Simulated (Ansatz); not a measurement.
# Zn (Fm-3m) in Ansatz: further runs

The runs below take Zn through single point, relaxation of cell and atoms, with PBE, LDA, PBEsol, RPBE.

All numbers are computed with Ansatz 0.2.0; they aren't measurements. Logs are shortened: lines on timing, memory, paths and dates and some standing lists are left out, and cuts for length are marked.

### 1 The structure

Symmetry: Fm-3m, No. 225, cubic system. The conventional cell has a = 3.930 Å, b = 3.930 Å, c = 3.930 Å, α = 90.00°, β = 90.00°, γ = 90.00°. Zn (site symmetry m-3m) is surrounded by 12 Zn at 2.78 Å.

This isn't the form of Zn at room conditions, which is hcp.

### 2 Single point, PBE

The input, input.yaml:

```yaml
crystal:
  lattice:
    - [0.0, 1.964776, 1.964776]
    - [1.964776, 0.0, 1.964776]
    - [1.964776, 1.964776, 0.0]
  atoms:
    - { symbol: Zn, position: [0.0, 0.0, 0.0] }
hamiltonian:
  xc: pbe
  pseudopotentials: { kind: paw }
kpoints:
  mp_grid: { grid: [12, 12, 12] }
scf:
  occupations: { method: gaussian, width: 0.011 }
output:
  forces: true
  stress: true
  eigenvalues: true
  write_density: true
  write_potential: true
  elf: true
  volumetric_format: npy
```

Potentials or basis: Ansatz PAW.

Launch:

```
$ ansatz run input.yaml --threads 2 --pin off --max-ram 5632MiB --backend cpu --events-out ev --progress --plain --runs-dir out
```

Output:

```text
Warning: RAYON_NUM_THREADS=2 ignored (pool sized by the plan → 2); use --threads N
Engine: ansatz 0.2.0, x86_64-unknown-linux-gnu
Pseudopotentials: kind: paw
Pseudopotential: Zn, paw, valence charge 12, recommended cutoff 420 eV (normal), Zn.paw.azcp
Functional definition: PBE
  parameter kappa = 0.804
  parameter beta = 0.06672455060314922
  exchange = pbe_x(kappa = kappa, mu = beta*pi^2/3)
  correlation = pbe_c(beta = beta)
Crystal: 1 atoms, lattice volume = 15.169 Å³
Basis set: ecut = 420 eV, 307 PW (Γ), exchange–correlation on 40×40×40 points (8 copies of the dense FFT grid, shifted against one another)
Bands: 10, of which v1, the nominal top of the filled ones, is band 6 counted from 1 (5 counted from 0)
Symmetry: 48 space group operations
Space group: Fm-3m (ITA 225), of the structure as read, at distance tolerance 2.5e-5 Å
k-points: 72 of 1728
Non-local potential: Zn, projectors of the file, l = 0: 2, l = 1: 2, l = 2: 3, l = 3: 1
PAW form: soft (Blöchl's): semilocal exchange-correlation on the pseudo side does not see the compensation charge
PAW one-centre angular grid: Zn, 590 points (default); XC on 64 Gauss nodes
Initial density: superposition of atomic densities (neutral atoms: chi_scale 0, normalization atom), corrected by the library's trained network
Initial wavefunctions: pseudopotential atomic-orbital guess
Functional: x = pbe(κ = 0.804, μ = 0.2195149727645171), c = pbe(β = 0.06672455060314922)
SCF iter   1: F=—  HF=-3318.997421 eV  |F-HF|=—  |Δ(HF+E_count)|=         —  Δρ=1.86e-3  dr2=3.64e-4  ethr=1.77e-3  ⟨swp⟩=5.2  Hψ=4703  notcnv=0
preconditioner: auto → none  [insulator: Δε(μ)=0.018 eV  Ē_g=17.067 eV  σ=0.011 eV  W_gap=0.55  n_scr=0 (ndim 8)  ℏωp=33.0 eV  f_vac=0.000  D(μ)=1.55/eV (n_scr^D=14)  ε∞_Penn≈4.7]
SCF iter   2: F=—  HF=-3318.997372 eV  |F-HF|=—  |Δ(HF+E_count)|=   4.84e-5  Δρ=2.26e-3  dr2=3.68e-4  ethr=3.03e-6  ⟨swp⟩=2.0  Hψ=2013  notcnv=0  defer=4
SCF iter   3: F=—  HF=-3318.997212 eV  |F-HF|=—  |Δ(HF+E_count)|=   1.61e-4  Δρ=6.74e-4  dr2=2.47e-5  ethr=3.03e-6  ⟨swp⟩=2.0  Hψ=1377  notcnv=0  defer=4
SCF iter   4: F=—  HF=-3318.997215 eV  |F-HF|=—  |Δ(HF+E_count)|=   3.17e-6  Δρ=5.14e-5  dr2=1.47e-7  ethr=2.06e-7  ⟨swp⟩=2.0  Hψ=1131  notcnv=0  defer=4
iter 5 did not close the SCF: its close was put off for the readings that it lacked (scf_convergence_deferred on its scf_iter line)
SCF iter   5: F=-3318.997215 eV  HF=-3318.997215 eV  |F-HF|=5.05e-8  |Δ(HF+E_count)|=   3.57e-7  Δρ=2.32e-5  dr2=4.85e-8  ethr=1.22e-9  ⟨swp⟩=2.7  Hψ=1138  notcnv=0  defer=4
SCF iter   6: F=-3318.997215 eV  HF=-3318.997215 eV  |F-HF|=1.28e-8  |Δ(HF+E_count)|=   1.16e-8  Δρ=1.15e-5  dr2=1.13e-8  ethr=4.04e-10  ⟨swp⟩=5.2  Hψ=3519  notcnv=0
SCF 1 converged in 6 iterations: F = -3318.997215 eV  dr2 = 1.13e-8
SCF converged after 6 iterations
Free energy (F): -3318.997215 eV
Harris-Foulkes:  -3318.997215 eV  (|F-HF|=1.28e-8)
Internal energy: -3318.997121 eV  (E = F + TS)
E sigma→0 (E₀):  -3318.997168 eV
Entropy (-TS):   -0.000095 eV (-0.095 meV/atom)
Fermi energy:    11.023266 eV
--- Per-component energies (eV) ---
  E_band       = 49.721743
  E_kinetic    = 130.943644
  E_local      = -1529.334752  (includes V_loc(G=0)·N_el)
  E_nonlocal   = 610.687241
  E_hartree    = 640.948410
  E_xc         = -137.669764
  E_vxc        = -52.552784  (∫ρ·V_xc dr)
  E_paw        = -1824.899799  (= ΣΔE_a)
  E_vpaw       = -391.912601  (= ΣTr[D̂ρ^β])
  E_aug_tail   = -0.000370  (compensation charges beyond the density's cutoff)
  E_ewald      = -1209.671730
  E_smearing   = -0.000095  (= −TS)
  E_closure    = 0.000000  (closes the sum)
  Σ components = -3318.997215   (vs F -3318.997215, Δ=0.00e0)
--- Forces (eV/Å), atoms counted from 1 ---
  atom   1  Zn     0.00000000     0.00000000     0.00000000
  max |Σ_I F_I| component: 4.52e-32 eV/Å
--- Stress (GPa, compression-positive) ---
       -0.068232      -0.000000       0.000000
       -0.000000      -0.068232       0.000000
        0.000000      -0.000000      -0.068232
  P = ⅓ Tr σ = -0.0682 GPa (-0.682 kbar)
--- Band table (eV; the first three rows and the last of 72) ---
  k-point 0: bands = ["0.6837", "3.4433", "3.4433", "3.4433", "3.8242", "3.8242", "29.2341", "29.2341", "29.2341", "29.5667"]
  k-point 1: bands = ["0.8926", "3.4268", "3.4665", "3.4665", "3.8179", "3.8179", "26.1340", "28.6214", "28.6214", "29.4101"]
  k-point 2: bands = ["1.4932", "3.4107", "3.5126", "3.5126", "3.8192", "3.8192", "22.1210", "27.7070", "27.7070", "29.2172"]
  k-point 71: bands = ["3.1003", "3.3438", "3.3438", "3.8469", "4.1810", "13.2868", "13.2868", "14.1300", "15.0792", "32.5779"]
```

v_z.tsv:

```text
# z_ang	v_es[eV]	v_tot[eV]
# format = ansatz-planar-average/11
# xc	pbe
# density_cutoff_ev	1680
# datasets	Zn=:simpson_from_first_knot:soft
# lattice	0.000000000	1.964776000	1.964776000
# lattice	1.964776000	0.000000000	1.964776000
# lattice	1.964776000	1.964776000	0.000000000
# sites	1
# site	30	0.000000000	0.000000000	0.000000000
0.000000	-2.280444e0	-1.627354e1
0.138931	-1.958683e0	-1.581293e1
0.277861	-1.017259e0	-1.445986e1
0.416792	4.568329e-1	-1.232612e1
0.555723	2.317938e0	-9.614953e0
0.694653	4.407321e0	-6.600329e0
[... 12 lines left out ...]
2.500752	-1.017259e0	-1.445986e1
2.639682	-1.958683e0	-1.581293e1
```

Run time: 1.1 s. Hardware: 2 threads of AMD EPYC 9R45 (Zen 5), shared host; peak memory 0.34 GiB.

What came out:

| Item | Value |
| --- | --- |
| Free energy | -3318.9972 eV |
| Pressure | -0.1 GPa |
| Band gap on the k mesh | none (metal or under the smearing width) |

### 3 Relaxation of cell and atoms, PBE

input.yaml: that of step 2 with these lines changed.

```diff
@@ -13,3 +13,3 @@
 scf:
-  occupations: { method: gaussian, width: 0.011 }
+  occupations: { method: fermi_dirac, width: 0.05 }
 output:
@@ -18,5 +18,5 @@
   eigenvalues: true
-  write_density: true
-  write_potential: true
-  elf: true
-  volumetric_format: npy
+relax:
+  f_tol: 0.01
+  max_steps: 40
+  cell: { stress_tol: 0.05 }
```

Potentials or basis: Ansatz PAW.

Launch:

```
$ ansatz run input.yaml --threads 2 --pin off --max-ram 5632MiB --backend cpu --events-out ev --progress --plain --runs-dir out
```

Run time: 0.91 s. Hardware: 2 threads of AMD EPYC 9R45 (Zen 5), shared host; peak memory 0.35 GiB.

Results (log left out):

```yaml
Free_energy: -3318.9991 eV
Relaxed_volume: 15.13 Å³/atom
Relaxed_cell: a = 2.776 Å, b = 2.776 Å, c = 2.776 Å, α = 60.00°, β = 60.00°, γ = 60.00°
Space_group_after_relaxing_to_0.05_Å: Fm-3m (No. 225)
Energy_gained_by_relaxing: 0.0 meV/atom
Ionic_steps: 4
Pressure_after_relaxing: 0.0 GPa
Band_gap_on_the_k_mesh: none (metal or under the smearing width)
```

Final structure:
```cif
data_structure
_symmetry_space_group_name_H-M 'P 1'
_symmetry_Int_Tables_number 1
_cell_length_a 2.7763
_cell_length_b 2.7763
_cell_length_c 2.7763
_cell_angle_alpha 60.000
_cell_angle_beta 60.000
_cell_angle_gamma 60.000
_cell_volume 15.13
loop_
_atom_site_label
_atom_site_type_symbol
_atom_site_fract_x
_atom_site_fract_y
_atom_site_fract_z
_atom_site_occupancy
Zn1 Zn 0.00000 0.00000 0.00000 1
```

Levels at points of the mesh, in eV from the Fermi level:
```
             k point  band 3  band 4  band 5  band 6  band 7  band 8  band 9  band 10
  (0.00, 0.00, 0.00)   -7.56   -7.56   -7.18   -7.18   18.27   18.27   18.27    18.59
 (0.00, 0.00, -0.50)   -7.56   -6.89   -6.89   -2.87   -1.32   15.26   15.26    17.23
(0.00, -0.50, -0.50)   -6.90   -6.82   -6.82   -0.96    1.79    8.44    8.44    12.07
```

Caveat: the plane-wave basis is chosen anew once the cell has moved, so the energies of steps on either side of that aren't comparable.

### 4 Relaxation of cell and atoms, LDA

input.yaml: that of step 3 with these lines changed.

```diff
@@ -8,3 +8,3 @@
 hamiltonian:
-  xc: pbe
+  xc: lda
   pseudopotentials: { kind: paw }
@@ -18,2 +18,6 @@
   eigenvalues: true
+  write_density: true
+  write_potential: true
+  elf: true
+  volumetric_format: npy
 relax:
```

Launch:

```
$ ansatz run input.yaml --threads 2 --pin off --max-ram 5632MiB --backend cpu --events-out ev --progress --plain --runs-dir out
```

Run time: 1.8 s. Hardware: 2 threads of AMD EPYC 9R45 (Zen 5), shared host; peak memory 0.35 GiB.

The run converged. Its results:

* Free energy: -3246.2213 eV
* Relaxed volume: 13.48 Å³/atom
* Relaxed cell: a = 2.671 Å, b = 2.671 Å, c = 2.671 Å, α = 60.00°, β = 60.00°, γ = 60.00°
* Space group after relaxing (to 0.05 Å): Fm-3m (No. 225)
* Energy gained by relaxing: 50.9 meV/atom
* Ionic steps: 8
* Pressure after relaxing: 0.0 GPa
* Band gap on the k mesh: none (metal or under the smearing width)

Step by step:
```csv
step,energy change (eV),largest force (eV/Å),volume (Å³)
1,0.0000,0.0000,15.17
2,-0.0474,0.0000,13.90
3,-0.0510,0.0000,13.37
4,-0.0513,0.0000,13.50
5,-0.0513,0.0000,13.49
6,-0.0509,0.0000,13.49
7,-0.0509,0.0000,13.48
8,-0.0509,0.0000,13.48
```

Final structure:
```xyz
1
Lattice="0.0000 1.8889 1.8889 1.8889 0.0000 1.8889 1.8889 1.8889 0.0000" Properties=species:S:1:pos:R:3 pbc="T T T"
Zn    0.0000    0.0000    0.0000
```

Levels at points of the mesh, in eV from the Fermi level:
| k point | band 2 | band 3 | band 4 | band 5 | band 6 | band 7 | band 8 | band 9 | band 10 |
| --- | --- | --- | --- | --- | --- | --- | --- | --- | --- |
| (0.00, 0.00, 0.00) | -7.95 | -7.95 | -7.95 | -7.47 | -7.47 | 19.52 | 19.75 | 19.75 | 19.75 |
| (0.00, 0.00, -0.50) | -7.96 | -7.96 | -7.12 | -7.12 | -3.35 | -1.18 | 16.48 | 16.48 | 18.10 |
| (0.00, -0.50, -0.50) | -8.72 | -7.14 | -7.03 | -7.03 | -1.27 | 2.19 | 8.95 | 8.95 | 12.94 |

Caveat: the plane-wave basis is chosen anew once the cell has moved, so the energies of steps on either side of that aren't comparable; the PAW data sets come from PBE, with cores solved anew for the run's functional, which leaves a small shift of forces and pressure.

### 5 Relaxation of cell and atoms, PBEsol

input.yaml: that of step 4 with these lines changed.

```diff
@@ -8,3 +8,3 @@
 hamiltonian:
-  xc: lda
+  xc: pbesol
   pseudopotentials: { kind: paw }
@@ -18,6 +18,2 @@
   eigenvalues: true
-  write_density: true
-  write_potential: true
-  elf: true
-  volumetric_format: npy
 relax:
```

Launch:

```
$ ansatz run input.yaml --threads 2 --pin off --max-ram 5632MiB --backend cpu --events-out ev --progress --plain --runs-dir out
```

Run time: 1.6 s. Hardware: 2 threads of AMD EPYC 9R45 (Zen 5), shared host; peak memory 0.35 GiB.

It converged, with:

```
Free energy                            : -3280.8729 eV
Relaxed volume                         : 14.10 Å³/atom
Relaxed cell                           : a = 2.712 Å, b = 2.712 Å, c = 2.712 Å, α = 60.00°, β = 60.00°, γ = 60.00°
Space group after relaxing (to 0.05 Å) : Fm-3m (No. 225)
Energy gained by relaxing              : 18.7 meV/atom
Ionic steps                            : 7
Pressure after relaxing                : 0.0 GPa
Band gap on the k mesh                 : none (metal or under the smearing width)
```

The path:
| step | energy change (eV) | largest force (eV/Å) | volume (Å³) |
| --- | --- | --- | --- |
| 1 | 0.0000 | 0.0000 | 15.17 |
| 2 | -0.0177 | 0.0000 | 14.39 |
| 3 | -0.0193 | 0.0000 | 14.06 |
| 4 | -0.0193 | 0.0000 | 14.11 |
| 5 | -0.0187 | 0.0000 | 14.11 |
| 6 | -0.0187 | 0.0000 | 14.10 |
| 7 | -0.0187 | 0.0000 | 14.10 |

Final structure:
```cif
data_structure
_symmetry_space_group_name_H-M 'P 1'
_symmetry_Int_Tables_number 1
_cell_length_a 2.7117
_cell_length_b 2.7117
_cell_length_c 2.7117
_cell_angle_alpha 60.000
_cell_angle_beta 60.000
_cell_angle_gamma 60.000
_cell_volume 14.10
loop_
_atom_site_label
_atom_site_type_symbol
_atom_site_fract_x
_atom_site_fract_y
_atom_site_fract_z
_atom_site_occupancy
Zn1 Zn 0.00000 0.00000 0.00000 1
```

Levels at points of the mesh, in eV from the Fermi level:
| k point | band 4 | band 5 | band 6 | band 7 | band 8 | band 9 |
| --- | --- | --- | --- | --- | --- | --- |
| (0.00, 0.00, 0.00) | -7.72 | -7.28 | -7.28 | 19.08 | 19.23 | 19.23 |
| (0.00, 0.00, -0.50) | -6.96 | -6.96 | -3.18 | -1.20 | 16.06 | 16.06 |
| (0.00, -0.50, -0.50) | -6.88 | -6.88 | -1.16 | 2.06 | 8.77 | 8.77 |

Caveat: the plane-wave basis is chosen anew once the cell has moved, so the energies of steps on either side of that aren't comparable; the PAW data sets come from PBE, with cores solved anew for the run's functional, which leaves a small shift of forces and pressure.

### 6 Relaxation of cell and atoms, RPBE

input.yaml: that of step 5 with these lines changed.

```diff
@@ -8,3 +8,3 @@
 hamiltonian:
-  xc: pbesol
+  xc: rpbe
   pseudopotentials: { kind: paw }
```

Potentials or basis: Ansatz PAW.

Launch:

```
$ ansatz run input.yaml --threads 2 --pin off --max-ram 5632MiB --backend cpu --events-out ev --progress --plain --runs-dir out
```

Wall time 1.2 s (2 threads of AMD EPYC 9R45 (Zen 5), shared host); peak memory 0.35 GiB.

It converged, with:

| Item | Value |
| --- | --- |
| Free energy | -3324.4113 eV |
| Relaxed volume | 15.86 Å³/atom |
| Relaxed cell | a = 2.820 Å, b = 2.820 Å, c = 2.820 Å, α = 60.00°, β = 60.00°, γ = 60.00° |
| Space group after relaxing (to 0.05 Å) | Fm-3m (No. 225) |
| Energy gained by relaxing | 6.0 meV/atom |
| Ionic steps | 5 |
| Pressure after relaxing | 0.0 GPa |
| Band gap on the k mesh | none (metal or under the smearing width) |

The path:
| step | energy change (eV) | largest force (eV/Å) | volume (Å³) |
| --- | --- | --- | --- |
| 1 | 0.0000 | 0.0000 | 15.17 |
| 2 | -0.0048 | 0.0000 | 15.61 |
| 3 | -0.0053 | 0.0000 | 15.84 |
| 4 | -0.0053 | 0.0000 | 15.86 |
| 5 | -0.0060 | 0.0000 | 15.86 |

Final structure:
```
CELL_PARAMETERS angstrom
0.00000 1.99418 1.99418
1.99418 0.00000 1.99418
1.99418 1.99418 0.00000
ATOMIC_POSITIONS crystal
Zn 0.00000 0.00000 0.00000
```

Levels at points of the mesh, in eV from the Fermi level:
| k point | band 2 | band 3 | band 4 | band 5 | band 6 | band 7 | band 8 | band 9 | band 10 |
| --- | --- | --- | --- | --- | --- | --- | --- | --- | --- |
| (0.00, 0.00, 0.00) | -7.45 | -7.45 | -7.45 | -7.10 | -7.10 | 17.71 | 17.71 | 17.71 | 18.19 |
| (0.00, 0.00, -0.50) | -7.45 | -7.45 | -6.84 | -6.84 | -2.69 | -1.37 | 14.79 | 14.79 | 16.86 |
| (0.00, -0.50, -0.50) | -8.01 | -6.85 | -6.77 | -6.77 | -0.85 | 1.64 | 8.24 | 8.24 | 11.72 |

Caveat: the plane-wave basis is chosen anew once the cell has moved, so the energies of steps on either side of that aren't comparable; the PAW data sets come from PBE, with cores solved anew for the run's functional, which leaves a small shift of forces and pressure.

### 7 The runs side by side

| task | level | cell | smearing | gap on the mesh (eV) | pressure (GPa) | relaxed volume (Å³/atom) |
| --- | --- | --- | --- | --- | --- | --- |
| single point | PBE | as given | gaussian 0.011 eV | none | -0.1 | - |
| relaxation of cell and atoms | PBE | relaxed | fermi-dirac 0.05 eV | none | 0.0 | 15.13 |
| relaxation of cell and atoms | LDA | relaxed | fermi-dirac 0.05 eV | none | 0.0 | 13.48 |
| relaxation of cell and atoms | PBEsol | relaxed | fermi-dirac 0.05 eV | none | 0.0 | 14.10 |
| relaxation of cell and atoms | RPBE | relaxed | fermi-dirac 0.05 eV | none | 0.0 | 15.86 |

Alike in all rows: potentials or basis Ansatz PAW; no spin polarisation; k mesh 12 × 12 × 12; cutoff (eV) 420.

Caveats: the plane-wave basis is chosen anew once the cell has moved, so the energies of steps on either side of that aren't comparable (some runs); the PAW data sets come from PBE, with cores solved anew for the run's functional, which leaves a small shift of forces and pressure (some runs).

Total energies depend on the potentials used, so only differences within one code and one set of settings carry meaning.
